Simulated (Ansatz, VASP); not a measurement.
# Fe: VASP beside Ansatz

```
Fe
1.0
     2.42890    0.00000    0.00000
    -1.21445    2.10349    0.00000
     0.00000    0.00000    3.84165
Fe
2
Direct
  0.33333 0.66667 0.25000
  0.66667 0.33333 0.75000
```

Alike in both runs: functional PBEsol; k mesh 18 × 18 × 12; occupations gaussian, width 0.1 eV; no spin polarisation.

Ansatz relaxed the structure, and its values are those at the end. VASP's run is a single point on that final structure, the one shown.

|  | VASP | Ansatz |
| --- | --- | --- |
| version | VASP 6.6.1 | Ansatz 0.2.0 |
| potentials or method | VASP PAW PBE potentials, release 64 (Fe) | scalar-relativistic, plane waves, PAW |
| plane-wave cutoff (eV) | 520 | 420 |
| valence electrons in the cell | 16 | 32 |

|  | VASP | Ansatz | Ansatz less VASP |
| --- | --- | --- | --- |
| gap on the k mesh at the Fermi level (eV) | none | none | - |
| pressure (GPa) | -0.5 | 0.0 | +0.46 |

A gap of «none» marks a metal or a gap that the smearing closes. The two sets of potentials don't hold the same shells in valence.

Caveats: the PAW data sets were made with another functional, which shifts forces and pressure a little (VASP); the run has no spin polarisation, though such a crystal can be magnetic. Spin polarisation is off, so any magnetic state and its effect on volume and gap are missing.
